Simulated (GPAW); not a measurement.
Runs of GPAW 26.7.0 on KBr. It takes space group Fm-3m (No. 225, cubic). Conventional cell: a = 6.600 Å, b = 6.600 Å, c = 6.600 Å, α = 90.00°, β = 90.00°, γ = 90.00°. Around Br (site symmetry m-3m) lie 6 K at 3.30 Å. Around K (site symmetry m-3m) lie 6 Br at 3.30 Å. 

```tsv
task	level	potentials or basis	cell	cutoff (eV)	convergence	optimizer	fmax	max steps	k mesh for the DOS	grid spacing	gap on the mesh (eV)	pressure (GPa)
relaxation of cell and atoms	OLYP+D3	PAW data sets generated in the run's folder for this functional, pw	relaxed	600	density=1e-05 forces=0.0001	LBFGS	0.02 eV/Å	100	-	-	(b)	0.0
single point	WC	PAW data sets generated in the run's folder for this functional, pw	as given	600	-	-	-	-	-	-	4.35	-0.2
single point	TB-mBJ	GPAW PAW data sets for LDA (gpaw-data 1.2.1), pw	as given	600	-	-	-	-	-	-	(a)	-
density of states	SOGGA	PAW data sets generated in the run's folder for this functional, fd	as given	-	-	-	-	-	10 × 10 × 10	0.16 Å	4.25	-
```

Alike in all rows: no spin polarisation; k mesh 7 × 7 × 7; smearing fermi-dirac 0.05 eV.

Problem. Fill in the values left out.

Solution. (a) 6.99; (b) 4.95.

Caveats: an odd mesh through Γ misses points on the zone boundary, where band edges often lie (some runs); later steps reuse the first step's grids (some runs); a model potential gives levels but no total energy (some runs); the PAW data sets were made with another functional, which shifts forces and pressure a little (some runs); the real-space grid adds noise to forces (some runs).

A k mesh can miss the band edges, and the runs leave out spin-orbit coupling on Br.

Runs at the PBE level aren't shown here.
